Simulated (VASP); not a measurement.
Wanted: the native input for a VASP 6.6.1 run.

| Quantity | Value |
| --- | --- |
| Task | atomic charges |
| Functional | PBE |
| Potentials or basis | VASP PAW PBE potentials, release 64 (W_sv, C) |
| Cutoff | 520 eV |
| k mesh | 11 × 11 × 9 |
| Occupations | gaussian, width 0.02 eV |
| Spin | no spin polarisation |
| Further INCAR settings | ALGO = Normal; EDIFF = 1e-07 |

The structure of WC lies in POSCAR:

```
WC
1.0
    2.9005014400      0.0000000000      0.0000000000
   -1.4502507200      2.5119079300      0.0000000000
    0.0000000000      0.0000000000      2.8290000000
W C
1 1
Direct
    0.0139390700      0.0093997200      0.9766879900
    0.6527275900      0.3239336100      0.5233120100
```

The cell isn't the ideal one: atom 2 moved 0.15 Å.

These files were run (other wordings do the same):

INCAR

```
PREC = Accurate
ENCUT = 520
EDIFF = 1E-7
ISMEAR = 0
SIGMA = 0.02
LREAL = False
LASPH = True
NELM = 60
ALGO = Normal
ISIF = 2
LWAVE = False
LCHARG = False
GGA = PE
LORBIT = 11
```

KPOINTS

```
regular mesh
0
Gamma
  11 11 9
```

Potentials or basis: VASP PAW PBE potentials, release 64 (W_sv, C).

Run with:

```sh
$ cat potpaw_PBE.64/W_sv/POTCAR potpaw_PBE.64/C/POTCAR > POTCAR
$ mpirun -np 1 vasp_std > vasp.out
```

It gave:

The pressure is 14.4 GPa, the largest force is 2.407 eV/Å and the band gap on the k mesh is none (metal or under the smearing width). The valence electrons inside the program's atomic spheres are W 12.23; C 2.45.

Caveat: forces of over 1 eV/Å show positions far from the minimum, so gaps and moduli don't describe the material at rest.

Wall time 73 s on 1 thread of Intel(R) Xeon(R) 6975P-C (Granite Rapids) (shared host), peak memory 0.26 GiB.
